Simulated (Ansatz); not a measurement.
Computed properties of CdO

```yaml
crystal:
  lattice:
    - [0.00000, 2.38396, 2.38396]
    - [2.38396, 0.00000, 2.38396]
    - [2.38396, 2.38396, 0.00000]
  atoms:
    - { symbol: Cd, position: [0.00000, 0.00000, 0.00000] }
    - { symbol: O, position: [0.50000, 0.50000, 0.50000] }
```

Atom numbers follow the list: Cd1, O2.

The structure comes from a relaxation in the same program, started in the rocksalt type, and has space group Fm-3m. Whether it is a known phase or the ground state wasn't checked.

All numbers are computed: DFT, PBE, all-electron LAPW, scalar-relativistic (Ansatz 0.2.0); DFT, PBE, PAW with Ansatz's default frozen-core files, scalar-relativistic (Ansatz 0.2.0).

For LAPW: a Γ-centred 16×16×16 k mesh, Fermi–Dirac smearing of 0.08 eV, basis error target 1 meV/atom, no spin polarisation. PAW takes a cutoff of 420 eV at this cell. The Ansatz runs share mesh, smearing and spin set-up. Values come from LAPW unless marked.

```
Band gap                                                                                                               : none: bands cross the Fermi level, a metal
Density of states at the Fermi level (0.2 eV bin)                                                                      : 0.01 states/eV per cell
Löwdin charges (with 0.18 e of the cell spilling out of the atomic basis, so their sizes and signs hang on that basis) : Cd1 1.35, O2 -1.17 e
Bader charges (from the PAW run)                                                                                       : Cd1 +1.17, O2 -1.17 e
Volume per atom                                                                                                        : 91.4 bohr³
Pressure at this cell                                                                                                  : 0.00 GPa
```
